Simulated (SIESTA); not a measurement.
Runs of SIESTA 5.4.2 on Pb. The structure is cubic, space group Fm-3m (No. 225). Conventional cell: a = 4.950 Å, b = 4.950 Å, c = 4.950 Å, α = 90.00°, β = 90.00°, γ = 90.00°. Pb (site symmetry m-3m) is surrounded by 12 Pb at 3.50 Å. 

```tsv
task	level	potentials or basis	cell	optimiser	force tolerance	energy shift	gap on the mesh (eV)	pressure (GPa)
band structure	PBE	PseudoDojo 0.4 standard (PBE files), TZDP (energy shift 0.002 Ry)	as given	-	-	0.002 Ry	none	2.7
band structure	BLYP	PseudoDojo 0.4 standard (PBE files), DZP (energy shift 0.002 Ry)	as given	-	-	0.002 Ry	none	6.4
band structure	vdW-DF-cx	PseudoDojo 0.4 standard (PBE files), DZP (energy shift 0.002 Ry)	as given	-	-	0.002 Ry	none	0.3
band structure	PBE	PseudoDojo 0.4 standard (PBE files), TZP (energy shift 0.002 Ry)	as given	-	-	0.002 Ry	none	2.9
band structure	LDA	PseudoDojo 0.4 standard (LDA files), DZP (energy shift 0.002 Ry)	as given	-	-	0.002 Ry	none	(a)
band structure	PBE	PseudoDojo 0.4 standard (PBE files), SZ (energy shift 0.01 Ry)	as given	-	-	0.01 Ry	none	(b)
band structure	PBE	SG15 1.2 (PBE files) or PseudoDojo by element, DZP (energy shift 0.002 Ry)	as given	-	-	0.002 Ry	none	2.4
band structure	PBEsol	PseudoDojo 0.4 standard (PBEsol files), DZP (energy shift 0.002 Ry)	as given	-	-	0.002 Ry	none	-0.1
relaxation of cell and atoms	PBE	PseudoDojo 0.4 standard (PBE files), TZP (energy shift 0.002 Ry)	relaxed	CG	0.04 eV/Å	0.002 Ry	none	0.0
band structure	PBE	PseudoDojo 0.4 standard (PBE files), SZ (energy shift 0.002 Ry)	as given	-	-	0.002 Ry	none	6.4
```

Alike in all rows: no spin polarisation; k mesh 9 × 9 × 9; smearing fermi-dirac 0.05 eV; grid cutoff 500 Ry.

Q: Fill in the values left out.

A: (a) -1.7; (b) 3.8.

Caveats: the basis of atomic orbitals isn't converged, which shifts pressures, moduli and gaps; spin-orbit coupling is left out, which moves the levels of the heavy elements (some runs); semicore shells carry a single zeta, which can move pressures by several GPa and volumes by a few percent (some runs); the potentials were made for another functional, which shifts forces and pressure (some runs); the basis has no polarisation orbitals (some runs).

A k mesh can miss the band edges, and the runs leave out spin-orbit coupling on Pb.

A gap of «none» marks a metal or a gap under the smearing width.
